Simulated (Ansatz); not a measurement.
**1T-MnO2 monolayer in a perpendicular field**

Aim: how the 1T-MnO2 monolayer screens a field along its normal, and what the field does to its bands. A positive field points along +c.

Method: plane-wave DFT, PBE-D3(BJ), Ansatz PAW, in Ansatz 0.2.0.

Report form: the programs' logs are mostly left out.

### 1. Set-up

The cell holds 3 atoms: 2 O and 1 Mn. Its edges and angles: a = 2.784 Å, b = 2.784 Å, c = 35.241 Å, α = 90.0°, β = 90.0°, γ = 120.0°. Vacuum lies along c.

### 2. Relaxation

The starting cell is a guess, so the in-plane lattice and the atoms are relaxed first, with the slab cut off from its images along the normal.

input.yaml reads:

```yaml
crystal:
  lattice:
    - [2.783753, 0.0, 0.0]
    - [-1.3918765, 2.4108008159, 0.0]
    - [0.0, 0.0, 35.2407170856]
  atoms:
    - { symbol: O, position: [0.6666666667, 0.3333333333, 0.4696272201] }
    - { symbol: Mn, position: [0.0, 0.0, 0.5], spin: 4.0 }
    - { symbol: O, position: [0.3333333333, 0.6666666667, 0.5303727799] }
  periodic: [true, true, false]
magnetization:
  spin_polarized: true
kpoints:
  mp_grid: { grid: [12, 12, 1] }
hamiltonian:
  xc: pbe
  dispersion: d3bj
scf:
  occupations: { method: fermi_dirac, width: 0.05 }
  convergence: { dr2_threshold: 1.0e-09 }
relax:
  f_tol: 0.004
  max_steps: 90
  cell: {}
output:
  write_potential: true
  write_density: true
  volumetric_format: npy
```

Launch:

```bash
> ansatz run input.yaml --threads 2 --pin off --max-ram 3072MiB --backend cpu --events-out ev --progress --plain --runs-dir out
```

It took 45 s on 2 threads of Intel Xeon Platinum 8375C at 2.90GHz (Ice Lake), shared host; peak memory 0.66 GiB; 85 s of CPU time.

Step by step:

```csv
step,energy less that of the first step (eV),largest force component (eV/Å),volume (Å³)
1,0.0000,1.4440,236.50
2,-0.1595,0.4499,247.95
3,-0.1695,0.0045,247.26
4,-0.1705,0.0057,249.75
5,-0.1704,0.0000,249.97
6*,-0.1829,0.0013,249.97
7,-0.1826,0.0001,250.83
8*,-0.1833,0.0001,250.83
```

Relaxation steps marked * repeat the geometry before them on a plane-wave basis chosen anew for their cell, so energy and pressure can jump there.

Forces are held to the 12 operations that the run works with; a distortion that breaks them can't arise in this run.

```csv
cell as run,before,after,change
a (Å),2.784,2.867,+3.0 %
b (Å),2.784,2.867,+3.0 %
```

The atoms that moved most (Å, along periodic axes as changes of fractional coordinates times the final cell, across vacuum about the mean position):

```csv
atom,dx,dy,dz,length
O1,0.000,0.000,0.112,0.112
O3,0.000,0.000,-0.112,0.112
```

The relaxed structure:

```xyz
3
Lattice="2.8668 0.0000 0.0000 -1.4334 2.4828 0.0000 0.0000 0.0000 35.2407" Properties=species:S:1:pos:R:3
O     1.4334    0.8276   16.6618
Mn    0.0000    0.0000   17.6204
O     0.0000    1.6552   18.5790
```

This step gave:

| Quantity | Value |
| --- | --- |
| total moment | 3.000 μB |
| site moments | 0.04618, 2.507, 0.04618 μB |

Site moment by atom:

```csv
atom,site moment (μB)
O1,0.05
Mn2,2.51
O3,0.05
```

The lattice constant a goes from 2.784 to 2.867 Å.

### 3. Single point, field 0

A sawtooth potential applies the field, turning back in the middle of the vacuum. With the dipole correction the typed value is the field outside the slab. The induced dipole is small, so the SCF threshold is tight.

The cell differs from the one that the last finished run ended in (c 35.241 → 19.917 Å).

input.yaml reads:

```yaml
crystal:
  lattice:
    - [2.8668472039, 0.0, 0.0]
    - [-1.4334236019, 2.4827625073, 0.0]
    - [0.0, 0.0, 19.9172139785]
  atoms:
    - { symbol: O, position: [0.6666666667, 0.3333333333, 0.4518704277], spin: 0.05 }
    - { symbol: Mn, position: [0.0, 0.0, 0.5], spin: 2.51 }
    - { symbol: O, position: [0.3333333333, 0.6666666667, 0.5481295723], spin: 0.05 }
magnetization:
  spin_polarized: true
kpoints:
  mp_grid: { grid: [18, 18, 1] }
  band_path:
    path: [[0, 0, 0], [0.5, 0, 0], [0.33333333, 0.33333333, 0], [0, 0, 0]]
    npoints: 16
hamiltonian:
  xc: pbe
  dispersion: d3bj
scf:
  occupations: { method: fermi_dirac, width: 0.02585 }
  convergence: { dr2_threshold: 1.0e-10 }
efield:
  axis: 3
  dipole_correction: true
  ramp_position: 0.97
  ramp_width: 0.06
  amplitude: 0
output:
  dos: { projected: true, e_range: [-6, 5] }
  write_potential: true
  write_density: true
  volumetric_format: npy
  elf: true
```

It took 19 s on 2 threads; peak memory 0.57 GiB.

Numbers from this step:

```yaml
gap_on_the_k_mesh: 1.086 eV
dipole_along_the_normal: 1.96e-8 e·Å
gap_along_the_path: 1.086 eV
ionisation_energy_upper_face: 7.711 eV
electron_affinity_upper_face: 6.626 eV
gap_the_smaller_of_path_and_mesh: 1.086 eV
```

Running mean over a fixed 2.5 Å (it still follows the layers) of the planar mean; the ramp of the sawtooth is left out. The electron's electrostatic potential energy less the Fermi level by z:

```csv
z (Å),electron's electrostatic potential energy less the Fermi level (eV)
2.80,7.14
3.25,7.14
3.54,7.14
3.98,7.14
4.28,7.14
4.72,7.14
5.16,7.14
5.46,7.14
5.90,7.14
6.34,7.12
6.64,7.09
7.08,6.88
7.38,6.25
7.82,4.06
8.26,0.867
8.56,-1.62
9.00,-5.52
9.44,-8.85
9.74,-10.3
10.18,-10.3
10.47,-8.85
10.92,-5.52
11.36,-1.62
11.66,0.867
12.10,4.06
12.54,6.25
12.84,6.88
13.28,7.09
13.57,7.12
14.02,7.14
14.46,7.14
14.75,7.14
15.20,7.14
15.64,7.14
15.93,7.14
16.38,7.14
16.67,7.14
17.11,7.14
```

The density of states has structure finer than the step of the table below, so its rows give means over 0.2 eV, whole bins alone (the curve runs from -6 to 2.49 eV). Peaks (eV: height): total -5.59: 5.17, -3.66: 4.72, -1.95: 6.25, -1.48: 5.56, 1.39: 7.83, 1.64: 7.61, 1.72: 12.1; up -5.72: 2.78, -1.95: 5.51, -1.62: 3.61, 1.55: 2.51, 1.72: 6.89, 1.77: 5.68, 2.27: 2.82; down -5.59: 3.61, -3.66: 3.66, -1.48: 3.94, 0.95: 4.46, 1.39: 7.41, 1.64: 5.94, 1.72: 5.25.

The density of states by energy, zero at the Fermi level of the run, which the smearing sets inside the gap; means over each step; values in states/eV a cell:

```csv
energy (eV),total,up,down
-5.8,2.88,1.89,0.985
-5.6,3.67,1.64,2.04
-5.4,2.78,1.11,1.67
-5.2,2.66,0.830,1.83
-5.0,3.52,1.18,2.34
-4.8,2.12,1.03,1.10
-4.6,2.89,1.35,1.54
-4.4,3.19,1.67,1.52
-4.2,2.17,1.69,0.481
-4.0,1.80,1.77,0.0267
-3.8,2.56,1.23,1.34
-3.6,3.25,0.932,2.32
-3.4,2.33,0.623,1.71
-3.2,2.54,0.454,2.08
-3.0,1.42,0.558,0.861
-2.8,1.21,0.599,0.612
-2.6,1.46,0.829,0.635
-2.4,1.99,1.13,0.863
-2.2,2.67,1.52,1.15
-2.0,4.15,3.32,0.833
-1.8,2.77,1.94,0.834
-1.6,3.65,2.50,1.15
-1.4,2.31,1.59,0.715
-1.2,1.90,1.90,0
-1.0,2.15,2.15,0
-0.8,1.12,1.12,0
-0.6,0.662,0.662,0
-0.4,0,0,0
-0.2,0,0,0
0.0,0,0,0
0.2,0,0,0
0.4,0,0,0
0.6,0.304,0,0.304
0.8,1.38,0,1.38
1.0,3.04,0,3.04
1.2,1.55,0,1.55
1.4,4.15,0.742,3.41
1.6,5.00,2.07,2.93
1.8,4.73,3.23,1.50
2.0,2.28,1.30,0.982
2.2,2.25,2.07,0.178
```

Projected DOS per atom over height of the atomic layer and energy from the Fermi level. Layers: O Mn O from below.

Ten even steps from '_' (0.00 states/eV) to '@' (3.48 states/eV), each cell a mean:
```
......
..==..
::@@::
__++__
__==__
______
______
______
__..__
..::..
::::::
::==::
::::::
..__..
::..::
::::::
::::::
::::::
::::::
--::--
::::::
::--::
```
Columns: height of the atomic layer (Å) from 9 to 10.9; rows upwards: energy from the Fermi level (eV) from -5.96 to 2.5.

Projected DOS per atom, spin up over height of the atomic layer and energy from the Fermi level. Layers: O Mn O from below.

Ten even steps from '0' (0.00 states/eV) to '9' (1.59 states/eV), each cell a mean:
```
232
252
363
000
000
000
000
000
131
363
353
393
141
111
010
111
232
343
222
212
222
343
```
Columns: height of the atomic layer (Å) from 9 to 10.9; rows upwards: energy from the Fermi level (eV) from -5.96 to 2.5.

Projected DOS per atom, spin down over height of the atomic layer and energy from the Fermi level. Layers: O Mn O from below.

Values in states/eV, 22 rows by 3 columns, each cell a mean:
```
0.01 0.03 0.01
0.09 0.64 0.09
0.23 2.40 0.23
0.12 2.00 0.12
0.09 1.49 0.09
0.00 0.06 0.00
0.00 0.00 0.00
0.00 0.00 0.00
0.00 0.00 0.00
0.00 0.00 0.00
0.45 0.02 0.45
0.41 0.04 0.41
0.47 0.07 0.47
0.27 0.09 0.27
0.60 0.24 0.60
0.78 0.40 0.78
0.34 0.17 0.34
0.30 0.16 0.30
0.52 0.36 0.52
0.72 0.55 0.72
0.61 0.50 0.61
0.43 0.29 0.43
```
Columns: height of the atomic layer (Å) from 9 to 10.9; rows upwards: energy from the Fermi level (eV) from -5.96 to 2.5.

Deep bands are left out, so band numbers here count from the lowest band kept and differ from the log's. The electronic bands at the labelled points (eV, zero at the Fermi level of the run, which the smearing sets inside the gap; # counts the bands kept):

```csv
point,up #7,up #8,up #9,up #10,down #6,down #7,down #8,down #9
Γ,-1.76,-1.76,-0.62,2.51,-1.70,0.51,0.51,2.12
halfway,-1.42,-1.30,-0.79,1.40,-1.49,0.92,1.34,1.93
M,-2.21,-2.15,-1.41,1.78,-2.27,0.78,1.27,1.57
halfway,-2.28,-1.67,-1.09,1.77,-2.45,0.92,1.40,1.66
K,-2.53,-1.16,-1.16,1.72,-3.08,0.88,1.67,1.67
halfway,-1.78,-0.99,-0.91,1.56,-1.51,1.17,1.41,1.78
Γ,-1.76,-1.76,-0.62,2.51,-1.70,0.51,0.51,2.12
```

Spin density in the ca plane at fractional y = 0.000, with atoms of Mn within 0.2 Å of it.

Ten even steps from '0' (0.0 e/Å³) to '9' (4.7 e/Å³), each cell a mean:
```
00000000000000000000002651000000000000000000
00000000000000000000000110000000000000000000
00000000000000000000000000000000000000000000
00000000000000000000000000000000000000000000
00000000000000000000000000000000000000000000
00000000000000000000000000000000000000000000
00000000000000000000001331000000000000000000
00000000000000000000003993000000000000000000
```
Columns run along c (16.0 Å, from fractional 0.07 to 0.88 of the cell), rows up along a (2.9 Å). Atoms in or near the plane, at fractional coordinates: Mn at (0.50, 0.00).

Electrostatic potential energy in the ca plane at fractional y = 0.000, with atoms of Mn within 0.2 Å of it. With pseudopotentials it is smooth inside the atoms' cores, unlike the true potential.

Ten even steps from '0' (-43 eV) to '9' (4 eV), each cell a mean:
```
99999999999999999999850001689999999999999999
99999999999999999999874114799999999999999999
99999999999999999999987667899999999999999999
99999999999999999999988888899999999999999999
99999999999999999999988778899999999999999999
99999999999999999999986446899999999999999999
99999999999999999999861002789999999999999999
99999999999999999999850000589999999999999999
```
Columns run along c (16.0 Å, from fractional 0.07 to 0.88 of the cell; values clipped at the 3rd and 97th percentile), rows up along a (2.9 Å). Atoms in or near the plane, at fractional coordinates: Mn at (0.50, 0.00).

Valence density in the ca plane at fractional y = 0.000, with atoms of Mn within 0.2 Å of it. It is the smooth field of the valence electrons, not physical close to the nuclei.

Values in e/Å³, 5 rows by 16 columns, each cell a mean:
```
 0  0  0  0  0  0  0  0  8  2  0  0  0  0  0  0
 0  0  0  0  0  0  0  0  1  0  0  0  0  0  0  0
 0  0  0  0  0  0  0  0  0  1  0  0  0  0  0  0
 0  0  0  0  0  0  0  0  1  1  0  0  0  0  0  0
 0  0  0  0  0  0  0  0 13  3  0  0  0  0  0  0
```
Columns run along c (16.0 Å, from fractional 0.07 to 0.88 of the cell), rows up along a (2.9 Å). Atoms in or near the plane, at fractional coordinates: Mn at (0.50, 0.00).

The gap is 1.09 eV, with the valence edge 7.71 eV and the conduction edge 6.63 eV under the upper vacuum level.

### 4. Single point, field 0.1 V/Å

Changes to input.yaml since step 3:

```diff
@@ -27,5 +27,4 @@
   ramp_width: 0.06
-  amplitude: 0
+  amplitude: 0.1
 output:
-  dos: { projected: true, e_range: [-6, 5] }
   write_potential: true
@@ -33,2 +32 @@
   volumetric_format: npy
-  elf: true
```

Wall time 19 s (2 threads); peak memory 0.57 GiB; 36 s of CPU time.

The dipole is 0.0119 e·Å, and the gap 1.086 eV.

### 5. Single point, field -0.1 V/Å

Changes to input.yaml since step 4:

```diff
@@ -27,3 +27,3 @@
   ramp_width: 0.06
-  amplitude: 0.1
+  amplitude: -0.1
 output:
```

Run time: 19 s. Hardware: 2 threads; peak memory 0.57 GiB.

The dipole is -0.0119 e·Å, and the gap 1.086 eV.

### 6. Response, atoms held

This step: plane-wave DFT, PBE-D3(BJ), Ansatz PAW; response to a field along the normal, atoms held (Ansatz 0.2.0).

The dipoles give the slope, and the difference of two potentials shows where the field is screened.

Numbers from this step:

```
equivalent conductor thickness p/(ε₀AE) : 3.035 Å
distance between the outer atoms        : 1.917 Å
```

The dipole of the cell by applied field:

```csv
applied field (V/Å),dipole of the cell (e·Å)
-0.1000,-0.0119
0.0000,2.0e-8
0.1000,0.0119
```

The total moment stays at 3 μB for applied field from -0.1 to 0.1 V/Å.

Local field over the applied field, running mean. From the potentials at -0.1 and 0.1 V/Å; running mean over 2.5 Å. The local field over applied field by z:

```csv
z (Å),local field over applied field
4.13,1.000
4.43,1.000
4.72,1.000
5.02,0.999
5.46,0.998
5.75,0.996
6.05,0.992
6.34,0.984
6.64,0.967
6.93,0.936
7.23,0.884
7.52,0.810
7.97,0.671
8.26,0.565
8.56,0.458
8.85,0.355
9.15,0.261
9.44,0.185
9.74,0.141
10.18,0.141
10.47,0.185
10.77,0.261
11.07,0.355
11.36,0.458
11.66,0.565
11.95,0.671
12.39,0.810
12.69,0.884
12.98,0.936
13.28,0.967
13.57,0.984
13.87,0.992
14.16,0.996
14.46,0.998
14.90,0.999
15.20,1.000
15.49,1.000
15.79,1.000
```

Electrons, planar mean, per unit field. Induced electron density against z:

```csv
z (Å),induced electron density (e/Å³ per V/Å)
4.5,4.3e-7
5.0,1.6e-6
5.5,6.5e-6
6.0,2.5e-5
6.5,9.2e-5
7.0,3.3e-4
7.5,0.00103
8.0,0.00272
8.5,0.00367
9.0,0.00197
9.5,5.1e-4
10.0,-4.8e-5
10.5,-8.9e-4
11.0,-0.00196
11.5,-0.00389
12.0,-0.00238
12.5,-8.6e-4
13.0,-2.6e-4
13.5,-7.6e-5
14.0,-2.0e-5
14.5,-5.1e-6
15.0,-1.3e-6
15.5,-3.1e-7
```

By hand: between -0.1 and 0.1 V/Å the dipole changes by 0.02388 e·Å, a slope of 0.1194 e·Å²/V. A perfect conductor of thickness t has p = ε₀AEt, so t = 180.95 × 0.1194 / 7.118 = 3.03 Å (e/ε₀ = 180.95 V·Å, A in Å²).

The induced dipole is that of a conductor 3.03 Å thick.

### 7. Outcome

| Property | Result |
| --- | --- |
| gap without field | 1.09 eV |
| ionisation energy, upper face | 7.71 eV |
| electron affinity, upper face | 6.63 eV |
| equivalent conductor thickness, atoms held | 3.03 Å |

The induced dipole equals that of a perfect conductor 3.03 Å thick, while the outer atoms lie 1.92 Å apart; an out-of-plane ε follows only once a thickness t is chosen, by 1 − 1/ε = 3.03 Å / t. The gap stays within 0.01 eV of 1.09 eV over the fields run, up to 0.1 V/Å in size. Semilocal functionals give gaps that are too small, and excitons are not included. The magnetic order is the one reached from the typed start; other orders were not compared.

[Logs are printed without paths, hosts, clocks, repeated set-up lines and the standing remarks that a program may print on its own settings, such as how far it seeks lower states.]

[Hosts, paths, dates, database ids (printed as entryN), source tags and the programs' standing remarks are cut or masked in the printed files.]

[Maps of the electrostatic potential energy from Ansatz leave out the sawtooth potential of an applied field or a dipole correction, so their vacuum need not be flat; planar profiles and work functions include it.]
